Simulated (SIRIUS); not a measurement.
LiF (Griceite) under changes of volume

One of the cells (8.169 Å³/atom); the others are scaled copies at fixed shape and fractional positions:

```xyz
2
Lattice="0.0000 2.0140 2.0140 2.0140 0.0000 2.0140 2.0140 2.0140 0.0000" Properties=species:S:1:pos:R:3 pbc="T T T"
F     2.0140    2.0140    2.0140
Li    0.0000    0.0000    0.0000
```

| Quantity | Value |
| --- | --- |
| Program | SIRIUS 7.12.0 |
| Functional | LDA |
| Potentials or basis | all-electron FP-LAPW |
| Cutoff | 273 eV |
| Basis | apw+lo standard |
| k mesh | 11 × 11 × 11 |
| Occupations | fermi-dirac, width 0.05 eV |
| Spin | no spin polarisation |

```tsv
volume (Å³/atom)	energy over the lowest point (meV/atom)	gap on the mesh (eV)
7.679	0.00	9.40
7.842	3.29	9.20
8.006	8.09	9.00
8.169	14.06	8.82
8.333	21.27	8.65
8.496	29.71	8.48
8.659	?	?
```

Q: What does the run at 8.659 Å³/atom give?

A: Energy over the lowest point 38.87 meV/atom; gap on the mesh 8.32 eV.

Worked out: A Birch-Murnaghan fit of order 3 (a polynomial in V^(-2/3)) to the other rows has no minimum within the range. It gives 39.19 meV/atom at 8.659 Å³/atom, against the run's 38.87. A straight line through the other rows of the gap, of slope -9.09 eV per unit of ln V (its deformation potential), extrapolates to 8.30 eV, against the run's 8.32.

Energies are extrapolated to zero smearing.

Caveats: an odd mesh through Γ misses points on the zone boundary, where band edges often lie.
